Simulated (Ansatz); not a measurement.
Structure: a 2-atom cell of PbSe from a published structure, at its r2SCAN+rVV10 minimum. The symmetry is Fm-3m (No. 225, cubic); conventional cell a = 6.139 Å, 28.93 Å³ an atom. Pb is surrounded by 6 Se at 3.07 Å; Se is surrounded by 6 Pb at 3.07 Å.

```xyz
2
Lattice="0.0000 3.0697 3.0697 3.0697 0.0000 3.0697 3.0697 3.0697 0.0000" Properties=species:S:1:pos:R:3 pbc="T T T"
Pb    0.0000    0.0000    0.0000
Se    3.0697    3.0697    3.0697
```

The questions ask for values computed with Ansatz 0.2.0 on this geometry. No spin polarisation; the structure comes from an open crystallographic database, the properties from the calculation.

Given (8×8×8 mesh): r2SCAN gives a direct gap of 0.60 eV at L.

**Question.** What does LDA give for the gap (8×8×8 mesh)?

**Answer.** LDA gives a direct gap of 0.21 eV at L. The gap differs by -0.39 eV from r2SCAN's.

**Question.** How does the gap change from r2SCAN to PBE (8×8×8)?

**Answer.** The PBE gap is direct at L: 0.32 eV. The gap differs by -0.28 eV from r2SCAN's.

**Question.** How does the gap change from r2SCAN to DDH-PBE0 (6×6×6)?

**Answer.** With DDH-PBE0 the gap is 0.48 eV and direct, at L. The share of exact exchange is 0.046. The gap differs by -0.12 eV from r2SCAN's.

**Question.** Roughly how does the cost of the LDA run (8×8×8) compare with r2SCAN's (8×8×8)?

**Answer.** About 0.4 times as much (5 core-seconds against 12 core-seconds, on 2 threads of Arm Neoverse N1 (shared host)).

Spin-orbit coupling is left out; in compounds of Pb, Bi, Tl or Hg it can lower a gap by up to about 1 eV, split its edges or invert the bands.

The meshes of the hybrids are coarse, so their gaps aren't converged to the digits shown.

Set aside, since their points miss a band edge that the other levels read or their mesh is too coarse: LC-ωPBE.
